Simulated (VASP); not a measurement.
A run of VASP 6.6.1 is set up as follows.

Contents of INCAR:

```
SYSTEM = ZnAu
PREC = Accurate
ENCUT = 520
EDIFF = 1E-7
ISMEAR = -1
SIGMA = 0.05
LREAL = .FALSE.
LASPH = .TRUE.
NELM = 100
ALGO = Normal
ISIF = 2
LWAVE = .FALSE.
LCHARG = .TRUE.
GGA = PE
LELF = .TRUE.
LVHAR = .TRUE.
NBANDS = 18
```

Contents of KPOINTS:

```
regular mesh
0
G
  8 8 8
  0 0 0
```

Contents of POSCAR:

```
ZnAu
1.0
    3.1470000000      0.0000000000      0.0000000000
    0.0000000000      3.1470000000      0.0000000000
    0.0000000000      0.0000000000      3.1470000000
Au Zn
1 1
Direct
    0.0000000000      0.0000000000      0.0000000000
    0.5000000000      0.5000000000      0.5000000000
```

Potentials or basis: VASP PAW PBE potentials, release 64 (Au, Zn).

Run with:

```console
$ cat potpaw_PBE.64/Au/POTCAR potpaw_PBE.64/Zn/POTCAR > POTCAR
$ mpirun -np 1 vasp_std > vasp.out
```

Q: Estimate the pressure.

A: 5.2 GPa.

Q: Predict the band gap on the k mesh.

A: None (metal or under the smearing width).

Spin-orbit coupling is left out, which matters for the levels of Au.
